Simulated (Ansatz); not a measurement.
Rock-salt LiI was calculated with LC-ωPBE in Ansatz (PAW).

Numerical settings: plane-wave cutoff 460 eV, 8×8×8 k mesh, Fermi–Dirac smearing 0.01 eV, scalar-relativistic PAW data made under PBE.

Computed at the level's own relaxed cell.

Question: What does this level give for the pressure derivative B′ of the bulk modulus, volume per atom, band gap, bulk modulus and lattice parameter a?

Answer: 
- pressure derivative B′ of the bulk modulus: 4.6
- volume per atom: 26.08 Å³/atom
- band gap: 10.12 eV (on the SCF k mesh)
- bulk modulus: 23.2 GPa
- lattice parameter a: 5.931 Å

Measured, for comparison: band gap 6.4 eV (temperature not stated, not corrected to a static lattice, our sources range from 6.10 to 6.40; as tabulated in Aguado et al. (1998), arXiv:cond-mat/9809176); bulk modulus 24 GPa (0 K, extrapolated to 0 K; as tabulated in Doll and Stoll (1998), arXiv:cond-mat/9801031). Computed (rounded) less measured: bulk modulus -3 %.

Spin–orbit coupling is not included; with these elements it can move the gap by several tenths of an eV or more.

Static lattice: no zero-point or thermal effects.

Ansatz is a program for electronic structure.
